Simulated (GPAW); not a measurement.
Cu:

```
Cu
1.0
     0.00000    1.80750    1.80750
     1.80750    0.00000    1.80750
     1.80750    1.80750    0.00000
Cu
1
Direct
  0.00000 0.00000 0.00000
```

```yaml
Program: GPAW 26.7.0
Task: relaxation of cell and atoms
Functional: PBEsol
Potentials_or_basis: PAW data sets generated in the run's folder for this functional
Cutoff: 600 eV
Basis: pw
k_mesh: 13 × 13 × 13
Occupations: fermi-dirac, width 0.05 eV
Spin: no spin polarisation
```

At the start: pressure -4.7 GPa; volume 11.81 Å³/atom.

Problem. Where does the relaxation end?

Solution. Over 3 steps the energy falls by 5.0 meV/atom and the volume is 11.44 Å³/atom (-3.1 %); space group Fm-3m (No. 225, to 0.05 Å).

Step by step:
| step | energy change (eV) | largest force (eV/Å) | pressure (GPa) | volume (Å³) |
| --- | --- | --- | --- | --- |
| 1 | 0.0000 | 0.0000 | -4.74 | 11.81 |
| 2 | -0.0038 | 0.0000 | -2.56 | 11.63 |
| 3 | -0.0050 | 0.0000 | 0.13 | 11.44 |

Final structure:
```
Cu
1.0
     0.00000    1.78833    1.78833
     1.78833    0.00000    1.78833
     1.78833    1.78833    0.00000
Cu
1
Cartesian
  0.0000 0.0000 0.0000
```

Caveat: with this Cu data set, volumes or pressures lay over 1.5 % or 2 GPa off other programs in two to four cells of ten; later steps reuse the first step's grids.
